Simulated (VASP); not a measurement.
Write the native input for VASP 6.6.1 that does the following.

- Task: single point
- Functional: PBE
- Potentials or basis: VASP PAW PBE potentials, release 64 (Bi_d, Te)
- Cutoff: 520 eV
- k mesh: 9 × 9 × 9
- Occupations: gaussian, width 0.01 eV
- Spin: no spin polarisation
- Dipole correction: no
- Further INCAR settings: ALGO = Fast; EDIFF = 1e-07; NBANDS = 32

The structure of Bi2Te3 (base) lies in POSCAR:

```
Bi2Te3
1.0
    2.2241496083      1.2841133751     10.6825771143
   -2.2241496083      1.2841133751     10.6825771143
    0.0000000000     -2.5682267502     10.6825771143
Bi Te
2 3
Direct
    0.3974290375      0.3974290375      0.3974290375
    0.6025709625      0.6025709625      0.6025709625
    0.0000000000      0.0000000000      0.0000000000
    0.2156059463      0.2156059463      0.2156059463
    0.7843940537      0.7843940537      0.7843940537
```

One way to write it, as run:

INCAR

```
ALGO = Fast ; EDIFF = 1E-7
ENCUT = 520 ; GGA = PE
ISIF = 2 ; ISMEAR = 0
LASPH = T ; LCHARG = F
LREAL = F ; LWAVE = F
NBANDS = 32 ; NELM = 100
PREC = Accurate ; SIGMA = 0.01
```

KPOINTS

```
k-points
0
Gamma
  9 9 9
```

Potentials or basis: VASP PAW PBE potentials, release 64 (Bi_d, Te).

Run with:

```sh
$ cat potpaw_PBE.64/Bi_d/POTCAR potpaw_PBE.64/Te/POTCAR > POTCAR
$ mpirun -np 1 vasp_std > vasp.out
```

It gave:

```yaml
Pressure: 0.0 GPa
Largest_force: 0.008 eV/Å
Band_gap_on_the_k_mesh: 0.51 eV, direct
```

Caveat: spin-orbit coupling is left out, which as a rule narrows the gap of such compounds by several tenths of an eV; an odd mesh through Γ misses points on the zone boundary, where band edges often lie.

It took 56 min on 1 thread of Intel(R) Xeon(R) Platinum 8259CL CPU @ 2.50GHz (Skylake/Cascade Lake) (shared host), peak memory 1.4 GiB.
